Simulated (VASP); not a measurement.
ZrO$_{2}$ (fluorite): the lattice constant a from VASP (plane waves, PAW) at several levels of theory. Static lattice.

```tsv
level	lattice constant a (Å)	error against measurement
LDA	5.033	-1.1 %
PBE	5.120	+0.6 %
PBEsol	5.069	-0.4 %
PBE-D4	5.094	+0.1 %
rev-vdW-DF2	5.098	+0.2 %
SCAN	5.088	-0.0 %
r2SCAN	5.093	+0.1 %
r2SCAN+rVV10	5.084	-0.1 %
```

Measured: 5.090 Å at 0 K (as given by Xinyuan Zhao et al., Physical review. B, Condensed matter (2002), arXiv:cond-mat/0108491; extrapolated to 0 K from high-temperature diffraction of the cubic phase (5.27 Å at 2410 °C), as arXiv:1708.09424 says of the same reference; zero-point expansion not removed).

The cell of the LDA run:

```
CELL_PARAMETERS angstrom
      0.00000     2.51667     2.51667
      2.51667     0.00000     2.51667
      2.51667     2.51667     0.00000
ATOMIC_POSITIONS crystal
  Zr 0.00000 0.00000 0.00000
  O  0.25000 0.25000 0.25000
  O  0.75000 0.75000 0.75000
```

Only levels that ran to the end are used. Left out are those held back, those with too coarse a band path, GW runs whose mesh misses a band edge, hybrids' fits of cells that aren't cubic and levels without matching references; a question may draw on a part of the rest.

The compound is ZrO2 in the fluorite structure, the high-temperature cubic form, which is unstable at 0 K; the monoclinic form is the stable one.
